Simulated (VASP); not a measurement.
Input of a VASP 6.6.1 run:

File INCAR:

```
PREC = Accurate
ENCUT = 600
EDIFF = 1E-6
ISMEAR = 1
SIGMA = 0.1
LREAL = False
LASPH = True
NELM = 80
ALGO = Normal
ISIF = 3
LWAVE = False
LCHARG = False
GGA = CA
IBRION = 2
NSW = 90
EDIFFG = -0.01
KPAR = 4
```

File KPOINTS:

```
regular mesh
0
Gamma
  6 6 6
```

File POSCAR:

```
Sb2Pt
1.0
    6.4423000000      0.0000000000      0.0000000000
    0.0000000000      6.4423000000      0.0000000000
    0.0000000000      0.0000000000      6.4423000000
Sb Pt
8 4
Direct
    0.3753000000      0.3753000000      0.3753000000
    0.1247000000      0.6247000000      0.8753000000
    0.8753000000      0.1247000000      0.6247000000
    0.6247000000      0.8753000000      0.1247000000
    0.6247000000      0.6247000000      0.6247000000
    0.8753000000      0.3753000000      0.1247000000
    0.1247000000      0.8753000000      0.3753000000
    0.3753000000      0.1247000000      0.8753000000
    0.0000000000      0.0000000000      0.0000000000
    0.5000000000      0.0000000000      0.5000000000
    0.5000000000      0.5000000000      0.0000000000
    0.0000000000      0.5000000000      0.5000000000
```

Potentials or basis: VASP PAW LDA potentials, release 64 (Sb, Pt).

The run is started by

```sh
$ cat potpaw_LDA.64/Sb/POTCAR potpaw_LDA.64/Pt/POTCAR > POTCAR
$ mpirun -np 4 vasp_std > vasp.out
```

Problem. Predict the space group after relaxing (to 0.05 Å).

Solution. Pa-3 (No. 205).

Problem. Estimate the relaxed cell.

Solution. a = 6.426 Å, b = 6.426 Å, c = 6.426 Å, α = 90.00°, β = 90.00°, γ = 90.00°.

Forces on the atoms (eV/Å):
```
Sb   0.002  0.002  0.002
Sb  -0.002 -0.002  0.002
Sb   0.002 -0.002 -0.002
Sb  -0.002  0.002 -0.002
Sb  -0.002 -0.002 -0.002
Sb   0.002  0.002 -0.002
Sb  -0.002  0.002  0.002
Sb   0.002 -0.002  0.002
Pt   0.000  0.000  0.000
Pt   0.000  0.000  0.000
Pt   0.000  0.000  0.000
Pt   0.000  0.000  0.000
```

The run has no spin-orbit coupling, so splittings on Pt, Sb are missing. Zero-point motion and thermal expansion aren't in these numbers.
